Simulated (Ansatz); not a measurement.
System: wurtzite BeO. Method: rVV10 (Ansatz, a program for electronic structure, plane waves, PAW).

Settings: plane-wave cutoff 500 eV, 18×18×8 k mesh (along the axes of the cell as run), gaussian smearing 0.02 eV, scalar-relativistic PAW data made under PBE.

Cell (relaxed at this level):

```xyz
4
Lattice="1.3575 -2.3513 0.0000 1.3575 2.3513 0.0000 0.0000 0.0000 4.4143" Properties=species:S:1:pos:R:3 pbc="T T T"
Be     1.3575    -0.7838     2.2080
Be     1.3575     0.7838     0.0009
O      1.3575    -0.7838     3.8749
O      1.3575     0.7838     1.6677
```

Give the computed band gap.


band gap: 7.45 eV (on the SCF k mesh)

Measured, for comparison: band gap 11.29 eV (zero-point renormalisation of 699 meV (computed, non-adiabatic AHC, without the lattice-expansion part) added back here; inputs from Miglio et al. (2020), arXiv:2011.12765). Computed (rounded) less measured: band gap -3.84 eV.
